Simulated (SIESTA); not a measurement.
# TiTe under changes of volume

One of the cells (20.872 Å³/atom); the others are scaled copies at fixed shape and fractional positions:

```
Te Ti
1.0
     3.86744    0.00000    0.00000
    -1.93372    3.34931    0.00000
     0.00000    0.00000    6.44541
Te Ti
2 2
Direct
  0.66667 0.33333 0.75000
  0.33333 0.66667 0.25000
  0.00000 0.00000 0.50000
  0.00000 0.00000 0.00000
```

```yaml
Program: SIESTA 5.4.2
Functional: PBEsol
Potentials_or_basis: PseudoDojo 0.4 standard (PBEsol files)
Basis: DZP (energy shift 0.003 Ry; two zetas on semicore shells)
Grid_cutoff: 800 Ry
Energy_shift: 0.003 Ry
k_mesh: 8 × 8 × 4
Occupations: fermi-dirac, width 0.05 eV
Spin: no spin polarisation
```

```csv
volume (Å³/atom),energy over the lowest point (meV/atom),pressure (GPa)
19.235,?,?
19.644,58.74,10.9
20.054,34.65,8.2
20.872,6.14,3.3
21.281,0.65,1.2
21.691,0.00,-0.5
```

Problem. What does the run at 19.235 Å³/atom give?

Solution. Energy over the lowest point 90.24 meV/atom; pressure 14.0 GPa.

Worked out: A Birch-Murnaghan fit of order 3 (a polynomial in V^(-2/3)) to the other rows has its minimum at 21.53 Å³/atom with B0 = V·E''(V) = 97 GPa and B' = 4.2 at fixed shape and positions, which overstates the stiffness. It gives 90.32 meV/atom at 19.235 Å³/atom, against the run's 90.24, and -dE/dV = 13.9 GPa, against 14.0.

Energies are extrapolated to zero smearing.

Caveats: the basis of atomic orbitals isn't converged, which shifts pressures, moduli and gaps.
